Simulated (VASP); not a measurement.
Crystal: GaP.

```
CELL_PARAMETERS angstrom
0.00000 2.72525 2.72525
2.72525 0.00000 2.72525
2.72525 2.72525 0.00000
ATOMIC_POSITIONS crystal
Ga 0.00000 0.00000 0.00000
P 0.75000 0.75000 0.75000
```

```yaml
Program: VASP 6.6.1
Task: relaxation of cell and atoms
Functional: RPBE
Potentials_or_basis: VASP PAW PBE potentials, release 64 (Ga_d, P)
Cutoff: 600 eV
k_mesh: 8 × 8 × 8
Occupations: fermi-dirac, width 0.05 eV
Spin: no spin polarisation
```

At the start: pressure 4.5 GPa; volume 20.24 Å³/atom.

**Question.** How do energy, volume and symmetry change on relaxing?

**Answer.** Over 3 steps the energy falls by 15.5 meV/atom and the volume is 21.41 Å³/atom (+5.8 %); space group F-43m (No. 216, to 0.05 Å).

Step by step:
| step | energy change (eV) | largest force (eV/Å) | pressure (GPa) | volume (Å³) |
| --- | --- | --- | --- | --- |
| 1 | 0.0000 | 0.0000 | 4.50 | 40.48 |
| 2 | -0.0252 | 0.0000 | -1.64 | 43.90 |
| 3 | -0.0310 | 0.0000 | -0.01 | 42.81 |

Final structure:
```xyz
2
Lattice="0.0000 2.7766 2.7766 2.7766 0.0000 2.7766 2.7766 2.7766 0.0000" Properties=species:S:1:pos:R:3 pbc="T T T"
Ga    0.0000    0.0000    0.0000
P     4.1648    4.1648    4.1648
```

Caveat: the PAW data sets were made with another functional, which shifts forces and pressure a little.
